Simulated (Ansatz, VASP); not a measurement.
One calculation of BN, two programs

File INCAR:

```
SYSTEM = BN
  PREC = Accurate
  ENCUT = 520
  EDIFF = 1E-6
  ISMEAR = 0
  SIGMA = 0.05
  LREAL = .False.
  LASPH = .True.
  NELM = 100
  ALGO = Normal
  ISIF = 2
  LWAVE = .False.
  LCHARG = .False.
  GGA = PE
  NBANDS = 16
```

File KPOINTS:

```
regular mesh
0
Gamma
  12 12 4
  0 0 0
```

POSCAR

```
BN
1.0
    2.5039917043      0.0000000000      0.0000000000
   -1.2519958522      2.1685204268      0.0000000000
    0.0000000000      0.0000000000      6.6612000000
B N
2 2
Direct
    0.3333333333      0.6666666667      0.2500000000
    0.6666666667      0.3333333333      0.7500000000
    0.1604043651      0.5802021825      0.7500000000
    0.4937376984      0.2468688492      0.2500000000
```

Input for Ansatz:

```yaml
crystal:
  lattice:
    - [2.5039917043, 0.0, 0.0]
    - [-1.2519958522, 2.1685204268, 0.0]
    - [0.0, 0.0, 6.6612]
  atoms:
    - { symbol: B, position: [0.3333333333, 0.6666666667, 0.25] }
    - { symbol: B, position: [0.6666666667, 0.3333333333, 0.75] }
    - { symbol: "N", position: [0.1604043651, 0.5802021825, 0.75] }
    - { symbol: "N", position: [0.4937376984, 0.2468688492, 0.25] }
basis:
  ecutwfc: 420
kpoints:
  mp_grid: { grid: [12, 12, 4] }
hamiltonian:
  xc: pbe
scf:
  occupations: { method: gaussian, width: 0.05 }
output:
  forces: true
  stress: true
  eigenvalues: true
```

Change from the starting cell: all N atoms moved +0.375 Å, as atom 3 towards its neighbour atom 2 (B) at 1.446 Å.

Alike in both runs: task single point; functional PBE; k mesh 12 × 12 × 4; occupations gaussian, width 0.05 eV; no spin polarisation.

|  | VASP | Ansatz |
| --- | --- | --- |
| version | VASP 6.6.1 | Ansatz 0.2.0 |
| potentials or method | VASP PAW PBE potentials, release 64 (B, N) | scalar-relativistic, plane waves, PAW |
| plane-wave cutoff (eV) | 520 | 420 |
| valence electrons in the cell | 16 | 16 |

|  | VASP | Ansatz | Ansatz less VASP |
| --- | --- | --- | --- |
| gap on the k mesh at the Fermi level (eV) | 1.80 | 1.81 | +0.013 |
| least direct gap on the mesh (eV) | 3.34 | 3.34 | +0.007 |
| rms of the force components (eV/Å) | 14.277 | 13.984 | -0.2931 |

Atom by atom the forces differ by 0.301 eV/Å (rms over components).

Caveats: forces of over 1 eV/Å show positions far from the minimum, so gaps and moduli don't describe the material at rest. A k mesh can miss the band edges.
